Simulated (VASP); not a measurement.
# La (P6_3/mmc) in VASP: single point with r2SCAN

Aim: the single point of La with r2SCAN.

Program: VASP 6.6.1. These are calculated values, not measurements. Logs are shortened: lines on timing, memory, paths and dates and some standing lists are left out, and cuts for length are marked.

### Step 1. Starting point

The structure is hexagonal, space group P6_3/mmc (No. 194). The conventional cell has a = 3.694 Å, b = 3.694 Å, c = 6.031 Å, α = 90.00°, β = 90.00°, γ = 120.00°. La (site symmetry -6m2) has 12 La at 3.69 Å as nearest neighbours.

The cell was built by a generator and needn't be a form met in nature.

### Step 2. Single point, r2SCAN

Input file POSCAR:

```
La
1.0
    1.8468660000      3.1988620000      0.0000000000
   -1.8468660000      3.1988620000      0.0000000000
    0.0000000000      0.0000000000      6.0314080000
La
2
Direct
    0.3333300000      0.3333400000      0.2500000000
    0.6666600000      0.6666700000      0.7500000000
```

Input file INCAR.step1:

```
ALGO = Normal
EDIFF = 1E-4
ENCUT = 520
GGA = PE
ISMEAR = -5
LASPH = T
LCHARG = F
LMAXMIX = 6
LREAL = F
LWAVE = T
NBANDS = 18
NELM = 80
PREC = Accurate
SIGMA = 0.1429
```

Input file INCAR.step2:

```
ALGO = Normal
EDIFF = 1E-6
ENCUT = 520
ISIF = 2
ISMEAR = 1
ISTART = 1
LASPH = T
LCHARG = F
LMAXMIX = 6
LMIXTAU = T
LORBIT = 11
LREAL = F
LWAVE = F
METAGGA = R2SCAN
NBANDS = 18
NELM = 80
PREC = Accurate
SIGMA = 0.1429
```

Input file KPOINTS:

```
k-points
0
Gamma
  11 11 6
```

Potentials or basis: VASP PAW PBE potentials, release 64 (La).

The run is started by

```console
$ cat potpaw_PBE.64/La/POTCAR > POTCAR
$ cp INCAR.step1 INCAR
$ mpirun -np 1 vasp_std > vasp.out
$ cp INCAR.step2 INCAR
$ mpirun -np 1 vasp_std > vasp.out
```

OUTCAR:

```text
EDIFF = 1E-6
   ENCUT = 520
   ISIF = 2
   ISMEAR = 1
   ISTART = 1
   LASPH = T
   LORBIT = 11
   LREAL = F
   METAGGA = R2SCAN
   NELM = 80
   PREC = Accurate

 ion  position               nearest neighbor table
   1  0.333  0.333  0.250-
   2  0.667  0.667  0.750-

  LATTYP: Found a hexagonal cell.
 ALAT       =     3.6937287552
 C/A-ratio  =     1.6328778857

  Lattice vectors:

 A1 = (   1.8468660000,  -3.1988620000,   0.0000000000)
 A2 = (   1.8468660000,   3.1988620000,   0.0000000000)
 A3 = (   0.0000000000,   0.0000000000,   6.0314080000)

Analysis of symmetry for initial positions (statically):
=====================================================================
 Subroutine PRICEL returns:
 Original cell was already a primitive cell.

 Routine SETGRP: Setting up the symmetry group for a
 hexagonal supercell.

 Subroutine GETGRP returns: Found  8 space group operations
 (whereof  2 operations were pure point group operations)
 out of a pool of 24 trial point group operations.

The static configuration has the point symmetry C_2 .
 The point group associated with its full space group is D_2h.

Analysis of symmetry for dynamics (positions and initial velocities):
=====================================================================
 Subroutine PRICEL returns:
 Original cell was already a primitive cell.

 Routine SETGRP: Setting up the symmetry group for a
 hexagonal supercell.

 Subroutine GETGRP returns: Found  8 space group operations
 (whereof  2 operations were pure point group operations)
 out of a pool of 24 trial point group operations.

The dynamic configuration has the point symmetry C_2 .
 The point group associated with its full space group is D_2h.

 Subroutine INISYM returns: Found  8 space group operations
 (whereof  2 operations are pure point group operations),
 and found     1 'primitive' translations

----------------------------------------------------------------------------------------

                                     Primitive cell

  volume of cell :      71.2655

  direct lattice vectors                    reciprocal lattice vectors
     1.846866000  3.198862000  0.000000000     0.270728900  0.156305586  0.000000000
    -1.846866000  3.198862000  0.000000000    -0.270728900  0.156305586  0.000000000
     0.000000000  0.000000000  6.031408000     0.000000000  0.000000000  0.165798765

  length of vectors
     3.693728755  3.693728755  6.031408000     0.312610898  0.312610898  0.165798765

  position of ions in fractional coordinates (direct lattice)
     0.333330000  0.333340000  0.250000000
     0.666660000  0.666670000  0.750000000

  ion indices of the primitive-cell ions
   primitive index   ion index
                 1           1
                 2           2

----------------------------------------------------------------------------------------

 KPOINTS: k-points

Automatic generation of k-mesh.
 Grid dimensions read from file:
 generate k-points for:   11   11    6

 Generating k-lattice:

  Cartesian coordinates                     Fractional coordinates (reciprocal lattice)
     0.024611718  0.014209599  0.000000000     0.090909091  0.000000000  0.000000000
    -0.024611718  0.014209599  0.000000000     0.000000000  0.090909091  0.000000000
     0.000000000  0.000000000  0.027633128     0.000000000  0.000000000  0.166666667

  Length of vectors
     0.028419173  0.028419173  0.027633128

  Shift w.r.t. Gamma in fractional coordinates (k-lattice)
     0.000000000  0.000000000  0.000000000

 Subroutine IBZKPT returns following result:
 ===========================================

 Found    144 irreducible k-points:

 Following reciprocal coordinates:
            Coordinates               Weight
  0.000000  0.000000  0.000000      1.000000
  0.090909 -0.000000  0.000000      4.000000
  0.090909  0.090909  0.000000      2.000000
  0.181818  0.000000  0.000000      4.000000
  0.181818  0.181818  0.000000      2.000000
  0.272727  0.000000  0.000000      4.000000
[... 16 lines left out ...]
 -0.454545  0.090909  0.000000      4.000000
  0.454545 -0.454545  0.000000      2.000000
 [... further k-points ...]
   k-points           NKPTS =    144   k-points in BZ     NKDIM =    144   number of bands    NBANDS=     18
   number of dos      NEDOS =    301   number of ions     NIONS =      2
   total plane-waves  NPLWV =  37632
   dimension x,y,z NGX =    28 NGY =   28 NGZ =   48
   dimension x,y,z NGXF=    56 NGYF=   56 NGZF=   96
   ions per type =               2
   NGX,Y,Z   is equivalent  to a cutoff of  12.60, 12.60, 13.23 a.u.
   NGXF,Y,Z  is equivalent  to a cutoff of  25.20, 25.20, 26.46 a.u.
 SYSTEM =  unknown system
   PREC   = accura    normal or accurate (medium, high low for compatibility)
   ISTART =      1    job   : 0-new  1-cont  2-samecut
   ICHARG =      0    charge: 1-file 2-atom 10-const
   ISPIN  =      1    spin polarized calculation?
   LNONCOLLINEAR =      F non collinear calculations
   LSORBIT =      F    spin-orbit coupling
   LASPH  =      T    aspherical Exc in radial PAW
   ENCUT  =  520.0 eV  38.22 Ry    6.18 a.u.   6.87  6.87 11.21*2*pi/ulx,y,z
   NELM   =     80;   NELMIN=  2; NELMDL=  0     # of ELM steps
   EDIFF  = 0.1E-05   stopping-criterion for ELM
   LREAL  =      F    real-space projection
   EDIFFG = 0.1E-04   stopping-criterion for IOM
   NSW    =      0    number of steps for IOM
   IBRION =     -1    ionic relax: 0-MD 1-quasi-New 2-CG
   NFREE  =      0    steps in history (QN), initial steepest desc. (CG)
   ISIF   =      2    stress and relaxation
   ISYM   =      2    0-nonsym 1-usesym 2-fastsym
   POTIM  = 0.5000    time-step for ionic-motion
   TEBEG  =    0.0;   TEEND  =   0.0 temperature during run
   PSTRESS=    0.0 pullay stress
   NELECT =      22.0000    total number of electrons
   NUPDOWN=      -1.0000    fix difference up-down
   EMIN   =  10.00;   EMAX   =-10.00  energy-range for DOS
   EFERMI =   0.00;   METHOD = LEGACY
   ISMEAR =     1;   SIGMA  =   0.14  broadening in eV -4-tet -1-fermi 0-gaus
   EFERMI_NEDOS =   21; number of points for ismear=-14 and -15
   IALGO  =     38    algorithm
   IMIX   =      4    mixing-type and parameters
     AMIX     =   0.40;   BMIX     =  1.00
     AMIX_MAG =   1.60;   BMIX_MAG =  1.00
  volume/ion in A,a.u.               =      35.63       240.46
  Fermi-wavevector in a.u.,A,eV,Ry     =   1.106426  2.090843 16.655971  1.224179
  Thomas-Fermi vector in A             =   2.242927
   LORBIT       =     11    0 simple, 1 ext, 2 COOP (PROOUT), +10 PAW based schemes
   METAGGA = R2SCAN    functional components
   LHFCALC =     F    Hartree Fock is set to
   AEXX    =    0.0000 exact exchange contribution
   IVDW    =     0    specifies the selected vdW correction
   LEPSILON=     F    determine dielectric tensor
   LRPA    =     F    only Hartree local field effects (RPA)
 non-spin polarized calculation
 Methfessel and Paxton  Order N= 1 SIGMA  =   0.14
  energy-cutoff  :      520.00
  volume of cell :       71.27
 maximum number of plane-waves:      1941
   NGX = 13   NGY = 13   NGZ = 23

 number of electron      22.0000000 magnetization

 Free energy of the ion-electron system (eV)
  ---------------------------------------------------
  ext. energy  EPLUGINS =         0.00000000
  ---------------------------------------------------
  free energy    TOTEN  =       -59.39597172 eV

  energy without entropy =      -59.39448774  energy(sigma->0) =      -59.39547706

 E-fermi :   8.3674     XC(G=0): -10.4008

 val. band max:        8.3670393568   @ k =   0.4545  -0.4545   0.3333
 cond. band min:       8.3715262256   @ k =  -0.2727   0.2727   0.1667
 fundamental gap:      0.0044868688
 Fermi energy:         8.3674005698

 k-point     1 :       0.0000    0.0000    0.0000
  band No.  band energies     occupation
      1     -25.6428      2.00000
      2     -25.3922      2.00000
      3      -9.6787      2.00000
      4      -8.2597      2.00000
      5      -8.2597      2.00000
      6      -8.0603      2.00000
[... 10 lines left out ...]
     17      10.3669     -0.00000
     18      10.3948     -0.00000

 k-point     2 :       0.0909   -0.0000    0.0000
  band No.  band energies     occupation
      1     -25.6257      2.00000
      2     -25.3836      2.00000
      3      -9.6377      2.00000
      4      -8.3695      2.00000
      5      -8.2932      2.00000
      6      -8.1718      2.00000
[... 10 lines left out ...]
     17      10.4190     -0.00000
     18      10.4302     -0.00000

 k-point     3 :       0.0909    0.0909    0.0000
  band No.  band energies     occupation
      1     -25.6257      2.00000
      2     -25.3836      2.00000
      3      -9.6377      2.00000
      4      -8.3695      2.00000
      5      -8.2932      2.00000
      6      -8.1718      2.00000
[... 10 lines left out ...]
     17      10.4189     -0.00000
     18      10.4302     -0.00000

 k-point     4 :       0.1818    0.0000    0.0000
  band No.  band energies     occupation
      1     -25.5784      2.00000
      2     -25.3614      2.00000
      3      -9.5206      2.00000
      4      -8.6577      2.00000
      5      -8.4543      2.00000
      6      -8.3777      2.00000
[... 375 lines left out ...]
      4      -9.1743      2.00000
      5      -9.0309      2.00000
      6      -8.6566      2.00000
[... 10 lines left out ...]
     17      10.5999     -0.00000
     18      10.6526     -0.00000

 k-point    23 :      -0.4545    0.0909    0.0000
  band No.  band energies     occupation
      1     -25.3860      2.00000
      2     -25.3107      2.00000
      3      -9.5168      2.00000
      4      -9.2457      2.00000
      5      -8.9333      2.00000
      6      -8.6917      2.00000
[... 10 lines left out ...]
     17      10.5795     -0.00000
     18      10.6654     -0.00000

 k-point    24 :       0.4545   -0.4545    0.0000
  band No.  band energies     occupation
      1     -25.3860      2.00000
      2     -25.3107      2.00000
      3      -9.5169      2.00000
      4      -9.2457      2.00000
      5      -8.9332      2.00000
      6      -8.6917      2.00000
[... 10 lines left out ...]
     17      10.5784     -0.00000
     18      10.6692     -0.00000

 [... further k-points ...]

------------------------ aborting loop because EDIFF is reached ----------------------------------------

  FORCE on cell =-STRESS in cart. coord.  units (eV):
  Direction    XX          YY          ZZ          XY          YZ          ZX
  --------------------------------------------------------------------------------------
  -------------------------------------------------------------------------------------
  Total        0.8387287      0.8389118      0.3953822      0.0000000      0.0000000      0.0000000
  in kB       18.8561272     18.8602428      8.8889013      0.0000000      0.0000000      0.0000000
  external PRESSURE =      15.5350904 kB  Pullay stress =       0.0000000 kB

 VOLUME and BASIS-vectors are now :
 -----------------------------------------------------------------------------
  energy-cutoff  :      520.00
  volume of cell :       71.27
      direct lattice vectors                 reciprocal lattice vectors
     1.846866000  3.198862000  0.000000000     0.270728900  0.156305586  0.000000000
    -1.846866000  3.198862000  0.000000000    -0.270728900  0.156305586  0.000000000
     0.000000000  0.000000000  6.031408000     0.000000000  0.000000000  0.165798765

 POSITION                                       TOTAL-FORCE (eV/Angst)
 -----------------------------------------------------------------------------------
     -0.00002      2.13259      1.50785         0.000000      0.000008      0.000000
     -0.00002      4.26514      4.52356         0.000000     -0.000008      0.000000
 -----------------------------------------------------------------------------------
    total drift:                               -0.000000     -0.000000     -0.000000

  FREE ENERGIE OF THE ION-ELECTRON SYSTEM (eV)
  ---------------------------------------------------
  free  energy   TOTEN  =       -59.3959717243 eV

  energy  without entropy=      -59.3944877394  energy(sigma->0) =      -59.39547706

 total charge

# of ion       s       p       d       f       tot
--------------------------------------------------
    1        2.047   5.566   0.917   0.082   8.612
    2        2.047   5.566   0.917   0.082   8.612
--------------------------------------------------
tot          4.094  11.133   1.834   0.163  17.224
```

It took 5.6 min on 1 thread of Intel Xeon 6975P-C (Granite Rapids), shared host; peak memory 0.33 GiB.

What came out:

```yaml
Free_energy: -59.3960 eV
Pressure: 1.6 GPa
Band_gap_on_the_k_mesh: none (metal or under the smearing width)
Valence_electrons_inside_the_program's_atomic_spheres: La 8.61
```

Stress tensor (GPa, compression positive):
```
1.89 0.00 0.00
0.00 1.89 0.00
0.00 0.00 0.89
```

Caveat: the PAW data sets were made with another functional, which shifts forces and pressure a little. The run has no spin-orbit coupling, so splittings on La are missing.
